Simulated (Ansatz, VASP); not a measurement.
**One calculation of SrO, two programs**

The input INCAR:

```
SYSTEM = SrO
PREC     = Accurate       ! precision mode
ENCUT    = 520            ! plane-wave cutoff, eV
EDIFF    = 1E-7           ! SCF threshold, eV
ISMEAR   = 0              ! smearing method
SIGMA    = 0.05           ! smearing width, eV
LREAL    = .FALSE.        ! projectors in reciprocal space
LASPH    = .TRUE.         ! aspherical terms in the spheres
NELM     = 100            ! most SCF steps
ALGO     = Normal         ! electronic algorithm
ISIF     = 2              ! what is computed and relaxed
LWAVE    = .FALSE.        ! write WAVECAR
LCHARG   = .FALSE.        ! write CHGCAR
GGA      = PE             ! functional
NBANDS   = 15             ! bands
```

The input KPOINTS:

```
regular mesh
0
G
  8 8 8
  0 0 0
```

File POSCAR:

```
SrO
1.0
    0.0000000000      2.6083470000      2.6083470000
    2.6083470000      0.0000000000      2.6083470000
    2.6083470000      2.6083470000      0.0000000000
Sr O
1 1
Direct
    0.0000000000      0.0000000000      0.0000000000
    0.5000000000      0.5000000000      0.5000000000
```

Input for Ansatz:

```yaml
crystal:
  lattice:
    - [0.0, 2.608347, 2.608347]
    - [2.608347, 0.0, 2.608347]
    - [2.608347, 2.608347, 0.0]
  atoms:
    - { symbol: Sr, position: [0.0, 0.0, 0.0] }
    - { symbol: O, position: [0.5, 0.5, 0.5] }
basis:
  ecutwfc: 420
kpoints:
  mp_grid: { grid: [8, 8, 8] }
hamiltonian:
  xc: pbe
scf:
  occupations: { method: gaussian, width: 0.05 }
output:
  forces: true
  stress: true
  eigenvalues: true
```

Change from the starting cell: strain +0.015 along x and y, +0.015 along z, atoms carried along.

Alike in both runs: task single point; functional PBE; k mesh 8 × 8 × 8; occupations gaussian, width 0.05 eV; no spin polarisation.

|  | VASP | Ansatz |
| --- | --- | --- |
| version | VASP 6.6.1 | Ansatz 0.2.0 |
| potentials or method | VASP PAW PBE potentials, release 64 (Sr_sv, O) | scalar-relativistic, plane waves, PAW |
| plane-wave cutoff (eV) | 520 | 420 |
| valence electrons in the cell | 16 | 16 |

Ansatz gave:

```
gap on the k mesh at the Fermi level (eV) : 3.33
least direct gap on the mesh (eV)         : 3.43
pressure (GPa)                            : -1.0
```

Question: What did VASP give for the same quantities?

Answer: gap on the k mesh at the Fermi level (eV): 3.29; least direct gap on the mesh (eV): 3.40; pressure (GPa): -0.6.

A k mesh can miss the band edges.
